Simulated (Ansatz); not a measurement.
**Cu2O (Pn-3m): equation of state**

One table from this session's results is given with a row withheld; the runs are named, their logs left out.

The COD entry's cell or inner coordinates are ideal or old and differ from later refinements, so a difference from it is no clean test against experiment.

Method: DFT r²SCAN, scalar-relativistic, plane waves, PAW, in Ansatz 0.2.0.

## Starting point

Symmetry: Pn-3m, No. 224, cubic system. Conventional cell: a = 4.246 Å, b = 4.246 Å, c = 4.246 Å, α = 90.00°, β = 90.00°, γ = 90.00°. Cu (site symmetry -3m) has 2 O at 1.84 Å as nearest neighbours. O (site symmetry -43m) has 4 Cu at 1.84 Å as nearest neighbours.

As a file:

```
Cu O
1.0
     4.24567    0.00000    0.00000
     0.00000    4.24567    0.00000
     0.00000    0.00000    4.24567
Cu O
4 2
Cartesian
  1.0614 1.0614 1.0614
  1.0614 3.1843 3.1843
  3.1843 3.1843 1.0614
  3.1843 1.0614 3.1843
  0.0000 0.0000 0.0000
  2.1228 2.1228 2.1228
```

An earlier run at r²SCAN left this cell at 12.755 Å³/atom and 0.00 GPa (8×8×8 mesh).

Volume factors to run: 0.980, 1.020, 0.960, 1.040.

The first run:

Contents of input.yaml:

```yaml
crystal:
  lattice:
    - [4.2171748497, 0.0, 0.0]
    - [0.0, 4.2171748497, 0.0]
    - [0.0, 0.0, 4.2171748497]
  atoms:
    - { symbol: Cu, position: [0.25, 0.25, 0.25] }
    - { symbol: Cu, position: [0.25, 0.75, 0.75] }
    - { symbol: Cu, position: [0.75, 0.75, 0.25] }
    - { symbol: Cu, position: [0.75, 0.25, 0.75] }
    - { symbol: O, position: [0.0, 0.0, 0.0] }
    - { symbol: O, position: [0.5, 0.5, 0.5] }
basis:
  ecutwfc: 500
  ecutrho_ratio: 4
kpoints:
  mp_grid: { grid: [8, 8, 8] }
hamiltonian:
  xc: r2scan
scf:
  occupations: { method: gaussian, width: 0.05 }
output:
  forces: true
  stress: true
  eigenvalues: true
```

Started as:

```
ansatz run input.yaml --threads 4 --pin off --max-ram 10240MiB --backend cpu --events-out ev --progress --plain --runs-dir out
```

Steps of the session up to this table: At 0.980 of the relaxed volume; At 1.020 of the relaxed volume; Volume × 0.960; Volume × 1.040.

One of the session's tables, all rows but one given; the rest of the session is left out.

```
volume (Å³/atom)  energy (meV/atom)  pressure (GPa)  gap (eV)
          12.245               8.77            5.72      0.89
          12.500               2.12            2.70      0.84
          12.755               0.00            0.00      0.79
          13.010                  ?               ?         ?
          13.265               7.51           -4.55      0.71
```

**Question.** Estimate the row for volume (Å³/atom) = 13.010.

Worked estimate for «energy (meV/atom)». A straight line through the neighbours (12.755, 0.00) and (13.265, 7.51) gives 0.00 + (7.51 − 0.00) × (13.010 − 12.755) / (13.265 − 12.755) = 3.75; a parabola fitted to 3 rows on both sides gives 1.80.

**Answer.** energy (meV/atom): 1.95; pressure (GPa): -2.40; gap (eV): 0.75. In «energy (meV/atom)» the line misses by +1.80 and the parabola by -0.15.

volume (Å³/atom), energy (meV/atom) and a bar:
```
    12.24        8.8 ##############################
    12.50        2.1 #######
    12.76        0.0 
    13.01        2.0 #######
    13.27        7.5 ##########################
```
